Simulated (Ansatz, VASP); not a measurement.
**GaN in VASP and in Ansatz**

File INCAR:

```
  ALGO = Normal
  EDIFF = 1E-7
  ENCUT = 520
  GGA = PE
  ISIF = 2
  ISMEAR = -1
  LASPH = T
  LCHARG = F
  LREAL = F
  LWAVE = F
  NBANDS = 16
  NELM = 60
  PREC = Accurate
  SIGMA = 0.001
```

The input KPOINTS:

```
k-points
0
Gamma
  8 8 8
```

POSCAR

```
GaN
1.0
    0.0000000000      2.1085153689      2.1085153689
    2.1085153689      0.0000000000      2.1085153689
    2.1085153689      2.1085153689      0.0000000000
Ga N
1 1
Direct
    0.5000000000      0.5000000000      0.5000000000
    0.0000000000      0.0000000000      0.0000000000
```

Input for Ansatz:

```yaml
crystal:
  lattice:
    - [0.0, 2.1085153689, 2.1085153689]
    - [2.1085153689, 0.0, 2.1085153689]
    - [2.1085153689, 2.1085153689, 0.0]
  atoms:
    - { symbol: Ga, position: [0.5, 0.5, 0.5] }
    - { symbol: "N", position: [0.0, 0.0, 0.0] }
kpoints:
  mp_grid: { grid: [8, 8, 8] }
hamiltonian:
  xc: pbe
scf:
  occupations: { method: fermi_dirac, width: 0.001 }
  n_extra_bands: 4
output:
  forces: true
  stress: true
  eigenvalues: true
```

Alike in both runs: task single point; functional PBE; k mesh 8 × 8 × 8; occupations fermi-dirac, width 0.001 eV; no spin polarisation.

```csv
,VASP,Ansatz
version,VASP 6.6.1,Ansatz 0.2.0
potentials or method,"VASP PAW PBE potentials, release 64 (Ga_d, N)",plane waves
plane-wave cutoff (eV),520,420
valence electrons in the cell,18,18
```

Ansatz gave:

```
gap on the k mesh at the Fermi level (eV) : 0.66
pressure (GPa)                            : 8.2
```

**Question.** What did VASP give for the same quantities?

**Answer.** gap on the k mesh at the Fermi level (eV): 0.65; pressure (GPa): 9.1.

A k mesh can miss the band edges. PBE gaps usually lie below the measured ones, often by a third to a half.
